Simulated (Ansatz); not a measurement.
# EuO: the cost of one run

Computed with Ansatz 0.2.0 (DFT PBE+U (U_eff = 6 eV on Eu 4f), scalar-relativistic, plane waves, PAW, unless a step's input says otherwise).

## (1) Starting point

Symmetry: Fm-3m, No. 225, cubic system. Conventional cell: a = 5.177 Å, b = 5.177 Å, c = 5.177 Å, α = 90.00°, β = 90.00°, γ = 90.00°. Eu (site symmetry m-3m) has 6 O at 2.59 Å as nearest neighbours. O (site symmetry m-3m) has 6 Eu at 2.59 Å as nearest neighbours.

Structure file:

```
CELL_PARAMETERS angstrom
0.00000 2.58830 2.58830
2.58830 0.00000 2.58830
2.58830 2.58830 0.00000
ATOMIC_POSITIONS crystal
Eu 0.00000 0.00000 0.00000
O 0.50000 0.50000 0.50000
```

An earlier run at PBE+U (U_eff = 6 eV on Eu 4f) left this cell at 17.340 Å³/atom and 0.00 GPa (10×10×10 mesh).

## (2) Coarse mesh, to find the state of the open shells

File input.yaml:

```yaml
crystal:
  lattice:
    - [0.0, 2.5882963236, -2.5882963236]
    - [0.0, 2.5882963236, 2.5882963236]
    - [5.1765926472, 0.0, 0.0]
  atoms:
    - { symbol: Eu, position: [0.0, 0.0, 0.0], spin: 7.0 }
    - { symbol: O, position: [0.0, 1.0, 0.5] }
    - { symbol: Eu, position: [0.5, 0.5, 0.5], spin: 7.0 }
    - { symbol: O, position: [0.5, 1.5, 1.0] }
basis:
  ecutwfc: 420
  ecutrho_ratio: 4
kpoints:
  mp_grid: { grid: [4, 4, 3] }
hamiltonian:
  xc: pbe
  hubbard: { sites: [{ species: Eu, l: f, u_eff: 6.0 }] }
scf:
  occupations: { method: gaussian, width: 0.05 }
output:
  forces: true
  stress: true
  eigenvalues: true
  populations: true
  hubbard: { sites: [{ species: Eu, l: f }] }
magnetization:
  spin_polarized: true
```

Started as:

```
$ ansatz run input.yaml --threads 4 --pin off --max-ram 10240MiB --backend cpu --events-out ev --progress --plain --runs-dir out
```

Q: Estimate wall time and peak memory on 4 threads of Intel Xeon Platinum 8259CL at 2.50GHz (Skylake/Cascade Lake), shared host.

About 4.4 s, with a peak of 0.49 GiB.
